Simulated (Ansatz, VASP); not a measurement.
**PbSe in VASP and in Ansatz**

```
Pb Se
1.0
     0.00000    3.06215    3.06215
     3.06215    0.00000    3.06215
     3.06215    3.06215    0.00000
Pb Se
1 1
Direct
  0.96734 0.03266 0.03266
  0.50000 0.50000 0.50000
```

Alike in both runs: task single point; functional PBE; k mesh 7 × 7 × 7; occupations fermi-dirac, width 0.02 eV; no spin polarisation.

|  | VASP | Ansatz |
| --- | --- | --- |
| version | VASP 6.6.1 | Ansatz 0.2.0 |
| potentials or method | VASP PAW PBE potentials, release 64 (Pb_d, Se), cutoff 520 eV | all-electron LAPW, scalar-relativistic |

```csv
,VASP,Ansatz,Ansatz less VASP
gap on the k mesh at the Fermi level (eV),1.05,1.04,-0.004
pressure (GPa),2.9,2.9,+0.02
largest component of the traceless stress (GPa),1.16,1.15,-0.013
rms of the force components (eV/Å),0.138,0.135,-0.0026
```

Atom by atom the forces differ by 0.003 eV/Å (rms over components). Ansatz ran all-electron here, so the differences hold the error of VASP's frozen core and of both bases.

Caveats: spin-orbit coupling is left out, which as a rule narrows the gap of such compounds by several tenths of an eV; an odd mesh through Γ misses points on the zone boundary, where band edges often lie.
